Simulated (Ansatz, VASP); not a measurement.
# C: VASP beside Ansatz

```
C
1.0
     0.00000    1.78574    1.78574
     1.78574    0.00000    1.78574
     1.78574    1.78574    0.00000
C
2
Direct
  0.00000 0.00000 0.00000
  0.25000 0.25000 0.25000
```

Alike in both runs: functional PBE; k mesh 12 × 12 × 12; occupations gaussian, width 0.02 eV; no spin polarisation.

Ansatz relaxed the structure, and its values are those at the end. VASP's run is a single point on that final structure, the one shown.

```csv
,VASP,Ansatz
version,VASP 6.6.1,Ansatz 0.2.0
potentials or method,"VASP PAW PBE potentials, release 64 (C)","scalar-relativistic, plane waves, PAW"
plane-wave cutoff (eV),520,420
valence electrons in the cell,8,8
```

VASP gave:

- gap on the k mesh at the Fermi level (eV): 4.14
- least direct gap on the mesh (eV): 5.58
- pressure (GPa): 0.7

Estimate Ansatz's values.

gap on the k mesh at the Fermi level (eV): 4.15; least direct gap on the mesh (eV): 5.58; pressure (GPa): 0.0.
